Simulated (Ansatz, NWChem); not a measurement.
## Heat of formation of C2H2Cl2 (cis-1,2-Dichloroethene) from total energies

C2H2Cl2 has 6 atoms, charge 0, and is taken as a singlet. As SMILES, `Cl/C=C\Cl`. Geometry: relaxed at PBE0-D4/def2-TZVP.

Total energies at B3LYP/6-311+G** (NWChem 7.3.0); the atoms run unrestricted:

```tsv
species	state	energy (Eh)
C2H2Cl2	singlet	-997.858897
Cl	doublet	-460.166882
C	triplet	-37.857267
H	doublet	-0.502156
```

Harmonic wavenumbers at PBE0-D4/def2-TZVP, in cm⁻¹: 165, 429, 586, 718, 742, 879, 916, 1209, 1317, 1672, 3217, 3238.

Measured heats of formation of the gaseous atoms at 298.15 K, in kJ/mol: Cl 121.3, C 716.9, H 218.0. Spin-orbit lowering of the atoms at 298 K (mean of the ground term's levels less their thermal mean, from spectra), in kJ/mol: Cl 3.44, C 0.02. Take 1 Eh = 2625.50 kJ/mol, 1 cm⁻¹ = 0.0119627 kJ/mol, RT = 2.479 kJ/mol.

Q: Work out the heat of formation of the gas at 298 K.

A: 
1. Electronic atomisation energy: 2 × (-460.166882) + 2 × (-37.857267) + 2 × (-0.502156) − (-997.858897) = 0.806287 Eh = 2116.9 kJ/mol.
2. Zero-point energy: half the sum of the wavenumbers, 7544 cm⁻¹ = 90.2 kJ/mol.
3. Thermal vibrational enthalpy, Σ hcν̃/(exp(hcν̃/kT) − 1): 3.7 kJ/mol. Translation, rotation and pV of a non-linear molecule: 4 RT = 9.9 kJ/mol.
4. The 6 free atoms carry 5/2 RT each: 37.2 kJ/mol.
5. Spin-orbit coupling lowers the free atoms by 2 × 3.44 + 2 × 0.02 = 6.9 kJ/mol.
6. Atomisation enthalpy at 298 K: 2116.9 − 6.9 − 90.2 − 3.7 − 9.9 + 37.2 = 2043.4 kJ/mol.
7. Sum of the atoms' heats of formation: 2112.4 kJ/mol. Heat of formation: 2112.4 − 2043.4 = +69.0 kJ/mol.

The tabulated value is +4.6 kJ/mol (CRC Handbook of Chemistry and Physics), so this level is off by +64.4 kJ/mol, or 3.1 % of the atomisation enthalpy that the table implies (2107.8 kJ/mol). Anharmonicity and any spin-orbit splitting of the molecule are left out.
